## Empty states of tin dioxide above the Sn s bands

The lowest empty bands of SnO₂ carry the current in a doped transparent electrode, and they have a large Sn s part. In the calculation below they end near 6 eV. What kind of states follows, and how densely are they packed in the next 1.5 eV? The bands already seen, together with a count of orbitals, are enough for a forecast.

Densities of states of SnO₂ in an unrelaxed 6-atom cell, computed with Ansatz 0.2.0 using scalar-relativistic PBEsol without spin polarization, PAW datasets, a 420 eV plane-wave cutoff, a Γ-centred 5×5×8 k-mesh and cold smearing of 0.0141 eV. The projections on atomic orbitals are summed over all atoms of an element.

```
bin centre from the Fermi level (eV)  total (states/eV/cell)  on O p (states/eV/cell)  on Sn p (states/eV/cell)  on Sn s (states/eV/cell)  on O s (states/eV/cell)
                               -8.78                    0.00                     0.00                      0.00                      0.00                     0.00
                               -8.28                    0.59                     0.33                      0.01                      0.22                     0.02
                               -7.78                    2.20                     1.25                      0.07                      0.79                     0.07
                               -7.28                    2.00                     1.15                      0.07                      0.65                     0.11
                               -6.78                    1.03                     0.60                      0.04                      0.31                     0.07
                               -6.28                    1.12                     0.69                      0.07                      0.27                     0.08
                               -5.78                    0.86                     0.57                      0.11                      0.12                     0.04
                               -5.28                    2.49                     1.81                      0.48                      0.10                     0.06
                               -4.78                    2.70                     2.02                      0.51                      0.06                     0.06
                               -4.28                    4.23                     3.27                      0.74                      0.07                     0.10
                               -3.77                    3.27                     2.60                      0.48                      0.05                     0.08
                               -3.27                    2.97                     2.49                      0.33                      0.02                     0.08
                               -2.77                    3.27                     2.82                      0.28                      0.02                     0.08
                               -2.27                    4.29                     3.92                      0.17                      0.02                     0.06
                               -1.77                    6.42                     6.14                      0.07                      0.02                     0.03
                               -1.27                    8.57                     8.36                      0.04                      0.01                     0.01
                               -0.78                    1.96                     1.92                      0.02                      0.00                     0.00
                               -0.28                    0.03                     0.03                      0.00                      0.00                     0.00
                                0.23                    0.00                     0.00                      0.00                      0.00                     0.00
                                0.72                    0.01                     0.00                      0.00                      0.00                     0.00
                                1.23                    0.04                     0.01                      0.00                      0.02                     0.01
                                1.73                    0.13                     0.03                      0.01                      0.06                     0.03
                                2.23                    0.20                     0.06                      0.01                      0.09                     0.04
                                2.73                    0.31                     0.10                      0.02                      0.13                     0.06
                                3.23                    0.61                     0.20                      0.05                      0.25                     0.09
                                3.73                    0.74                     0.26                      0.05                      0.32                     0.10
                                4.22                    1.72                     0.58                      0.16                      0.76                     0.18
                                4.72                    1.88                     0.65                      0.18                      0.83                     0.16
                                5.22                    1.52                     0.56                      0.11                      0.71                     0.08
                                5.72                    0.92                     0.34                      0.09                      0.43                     0.03
                                6.22                    0.78                     0.07                      0.54                      0.04                     0.09
                                6.72                       ?                        ?                         ?                         ?                        ?
                                7.22                       ?                        ?                         ?                         ?                        ?
                                7.72                       ?                        ?                         ?                         ?                        ?
```

The density of states, headed "total", says how many electron states one cell offers per electronvolt, both spins included. The other columns project these states on atomic orbitals. A density times the bin width of 0.50 eV is a number of states, so the table can be used for counting.

### Filled and empty partners

Hydrogen fluoride is a simpler case of the same bonding. Its filled bonding orbital sits mostly on fluorine, the empty antibonding partner mostly on hydrogen, and the fluorine lone pairs hardly take part. In SnO₂ oxygen plays the part of fluorine and tin that of hydrogen. The analogy covers where the orbitals sit; a molecule with one bond can't tell how wide a band is or how its states are spread in energy.

The filled side fits this picture. The rows below zero hold 24 electrons, as twelve bands derived from the p orbitals of four oxygen atoms should. About 20 of them project on O p, and the top of the filled bands is almost pure O p, like the lone pairs. Tin enters lower down, Sn s most strongly at −7.78 eV and Sn p at −4.28 eV, where it bonds to oxygen.

Each of these bonding mixtures of tin and oxygen has an antibonding partner among the empty states. The s level of a tin atom lies below its p level, so the partners of Sn s should come first. Two tin atoms in the cell supply two s orbitals, hence two bands with room for four electrons. The rows from 0.72 to 5.72 eV hold 4.0 states, of which 1.8 project on Sn s and 1.4 on O p.

The bottom of these bands is very thin in states. A light, steeply curved band has this mark, but the coarse mesh of wave vectors exaggerates it. Between mesh points the energy is interpolated along straight lines, which lie above an upward-curving band, so states are shifted up from its bottom. If added electrons simply fill the computed bands, about $1.2\times10^{21}$ per cm³ bring the Fermi level to 1.98 eV, at least 1 eV above the band edge. The figure is rough, but it shows why heavy doping tends to push the onset of optical absorption up in a transparent electrode: the lowest empty states are already taken.

### What should come next

With the two Sn s bands used up, the p orbitals of tin are next in line. Two atoms with three p orbitals each make six bands, with room for twelve electrons. The filled rows contain only about 1.7 electrons' worth of Sn p, so most of this character must lie elsewhere, and bonding theory puts it chiefly in antibonding bands at higher energy. The row at 6.22 eV shows the change: Sn p makes up 0.54 of a total of 0.78, after only 0.09 of 0.92 one row below.

The count also suggests where the new bands begin. Four states are complete at the upper edge of the 5.72 eV row, and the next row already holds Sn p states. The start $E_0$ is therefore taken as 5.97 eV, the edge between the two rows. The rows up to this edge hold 4.04 states, slightly more than two bands can take, so the new bands probably begin a little lower. Near the bottom of a band the energy grows as the square of the wave vector. The states below an energy $E$ fill a sphere or an ellipsoid in wave-vector space, and their number grows as

$$N(E)\propto (E-E_0)^{3/2}.$$

The density, which is the slope of $N$, then rises as the square root of $E-E_0$.

Because the table gives means over bins, the forecast needs the difference of $N$ between the two edges of a bin. In the $n$-th bin above $E_0$ this difference is proportional to $n^{3/2}-(n-1)^{3/2}$. The first bin, at 6.22 eV, gives 1 and sets the scale, so it is reproduced by construction. The second gives $2^{3/2}-1=1.83$, and $1.83\times0.78$ is 1.4 states/eV/cell.

The same law does badly at the bottom of the Sn s bands. Started at the lower edge of the 0.72 eV row and scaled to the row at 1.23 eV, it gives 0.07 at 2.73 eV, where the calculation has 0.31. One reason is that a light band flattens away from its minimum and then packs its states more densely than a parabola does. Another is the straight-line interpolation, which probably leaves the row that sets the scale too thin. The new bands start far more densely, so both faults should be milder there. The forecasts carry a range of a factor of two either way, which is a judgement and not a statistical error.

Two other estimates are worth holding against the law. If the density simply stayed flat, it would remain at 0.78. If the six Sn p bands were together as wide as the two Sn s bands, twelve states spread over 5.5 eV would give a mean of 2.2.

For the make-up of the states, the Sn s bands offer a guide. From 1.73 to 5.72 eV their Sn s share of the total stays between 0.41 and 0.47, although the total itself changes more than tenfold. The Sn p share is therefore kept at its value in the 6.22 eV row.

The forecasts for the total, in states/eV/cell, are:

- at 6.72 eV: 1.4, range 0.7 to 2.9
- at 7.22 eV: 1.8, range 0.9 to 3.7
- at 7.72 eV: 2.2, range 1.1 to 4.4

In each row the Sn p share should be 0.69, with a range of 0.50 to 0.80. Sn p should be the largest projection, and Sn s should stay below it.

### The computed values

The withheld rows as computed:

```
bin centre from the Fermi level (eV)  total (states/eV/cell)  on O p (states/eV/cell)  on Sn p (states/eV/cell)  on Sn s (states/eV/cell)  on O s (states/eV/cell)
                                6.72                    1.42                     0.18                      0.97                      0.05                     0.15
                                7.22                    1.16                     0.16                      0.77                      0.04                     0.13
                                7.72                    2.68                     0.39                      1.72                      0.12                     0.30
```

All three totals fall within their ranges, but the ranges are wide and the single rows differ in quality. At 6.72 eV the computed 1.42 agrees with the forecast. At 7.22 eV the density drops to 1.16, and the forecast is too high by 0.7, or about 60% of the computed value. At 7.72 eV it climbs to 2.68, and the forecast is too low by about a fifth.

The dip is a failure of the law's shape, since a square root can only rise. It also shows that the close agreement at 6.72 eV is no proof of a single parabolic band edge. Real bands bend over and end, and the density of several overlapping bands goes up and down as one passes its densest stretch and another sets in. This is the likely cause of the dip, but bin means don't separate the bands, and the coarse mesh of wave vectors may shape it too. Missing states are not the cause, for the run held enough empty bands to be complete beyond the highest row.

What the law gets nearly right is the number of states. Together the three bins hold 2.6 states, against 2.7 forecast, though this agreement owes much to the opposite misses in the last two rows, which largely cancel. The flat estimate is too low in every row, although it comes closer than the square root at 7.22 eV. The equal-width estimate is too high in the first two rows and does as well as the square root in the last.

The character of the states was easier to foresee than their density. Sn p leads in all three rows, and Sn s contributes less than a twentieth. The Sn p share slips slowly from 0.68 to 0.64, while the O p share grows from 0.09 in the 6.22 eV row to 0.15 at 7.72 eV.

The Sn s bands show a similar growth of O p character: O p has half the weight of Sn s at 1.73 eV and about four fifths at 5.22 eV. The share of O s falls over the same range, so oxygen as a whole doesn't gain. At the bottom of such a band the tin orbitals on neighbouring atoms can be so phased that their overlaps with an oxygen p orbital largely cancel. Higher up the phases change and the antibonding mixture with O p grows. That the same happens in the Sn p bands is plausible, but projections alone don't reveal the phases.

The order of the bands is on firmer ground than their distance from the filled states. The computed gap is 0.74 eV, whereas the measured one is several times as large. Semilocal functionals such as PBEsol are known to make such gaps far too small, and the tenths of an electronvolt that spin-orbit coupling might add or remove don't account for the difference. The unrelaxed cell and the PAW datasets, which were made for PBE and not for PBEsol, add smaller errors to the energies. An energy of 6 or 7 eV in the table should therefore not be read as a measured position.

For a related oxide the reasoning starts from the same two questions: which cation orbitals are still empty, and how many of them the cell contains. Their atomic order suggests which bands come first, and their number tells how many states those bands must hold. How the states are spread within the bands has to be computed, as the dip at 7.22 eV shows.
